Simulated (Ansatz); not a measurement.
The elements of this relaxed trial crystal are hidden behind letters.

```
lattice vectors (Å)
  -2.3466    2.3466   16.5663
   2.3466   -2.3466   16.5663
   2.3466    2.3466  -16.5663
fractional positions
X 0.5996 0.5996 0.0000
X 0.4004 0.4004 0.0000
X 0.0000 0.0000 0.0000
Z 0.1998 0.1998 0.0000
Z 0.8002 0.8002 0.0000
Q 0.1493 0.6493 0.5000
Q 0.7500 0.2500 0.5000
Q 0.3507 0.8507 0.5000
Q 0.9502 0.4502 0.5000
Q 0.5498 0.0498 0.5000
```

Method: DFT PBE, scalar-relativistic, plane waves, PAW in Ansatz. Settings of the last relaxation (10-atom cell): 420 eV, 12×12×12 k points, Gaussian smearing of 0.10 eV, no spin polarisation.

```
Space group                                  : I-4m2 (No. 119)
Conventional cell                            : a = 4.693 Å, c = 33.133 Å
Volume per atom                              : 36.49 Å³
Density                                      : 6.26 g/cm³
Formation energy                             : −0.35 eV/atom
Gap on the 12×12×12 mesh of the 10-atom cell : 0 eV (the bands meet within 0.015 eV)
```

Energies are uncorrected and count from the elements' standard states at the same level.

**Question.** X is a d-block element of period 5, Z is a d-block element of period 6 and Q is a p-block element of period 5. Which elements are they?

**Answer.** X = Cd, Z = Hg, Q = Te, so the formula is Cd3Hg2Te5. Density times volume gives a mean mass of 6.26 × 36.49/1.6605 = 137.6 u per atom, and this set has 137.6 u. Among the elements that the hints allow, noble gases aside, only these give it. Cd on a site of symmetry 2mm has 4 Te at 2.87 Å; around Hg lie 4 Te at 2.88 Å; Te on a site of symmetry 2mm has 2 Cd at 2.87 Å and 2 Hg at 2.88 Å; 3 more sites not described.

These runs have no spin–orbit coupling, which can matter for Hg and Te. A structure relaxed within its symmetry needn't be a true minimum.
